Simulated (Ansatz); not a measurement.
**TaN: energy along a strain**

TaN, P-6m2, a = 2.938 Å, c = 2.883 Å (as given, not relaxed at this level: -0.2 GPa). This isn't the usual stable structure of the compound. Ansatz: r2SCAN, PAW, 500 eV, Γ-centred 18×18×16 mesh on 2 atoms, Gaussian smearing 0.15 eV; no spin polarisation. Cell vectors (Å): 2.938 0.000 0.000; -1.469 2.544 0.000; 0.000 0.000 2.883. The cell is strained by x per cent times the pattern (0 0 0 0 0 1) in the order xx yy zz yz xz xy (engineering shears), with fractional coordinates held. y is the free energy over the start, V0 = 10.776 Å³/atom. Symmetry makes y even in x.

```tsv
x (%)	y (meV/atom)
-6.00	?
-3.00	7.13
0.00	0.00
0.75	0.44
1.50	1.76
2.25	3.98
3.75	11.21
4.50	16.25
5.25	22.26
```

Q: Fit y = c2 x² + c4 x⁴ to the other rows, get the stiffness along the pattern, and predict the missing energy.

A: Least squares on the rows shown. y = 0.78513 x² + 0.00082548 x⁴. The clamped-ion stiffness p·C·p = 2 × 7.851 eV × 160.2 / 10.776 Å³ = 233 GPa, which is C66 in these axes. At x = -6.00 the fit asked for gives 29.33 meV/atom. The run gave 29.26 meV/atom, so the fit is 0.07 meV/atom too high, a small miss on the scale of the series.

Spin–orbit coupling is left out, which can shift energies with elements as heavy as these.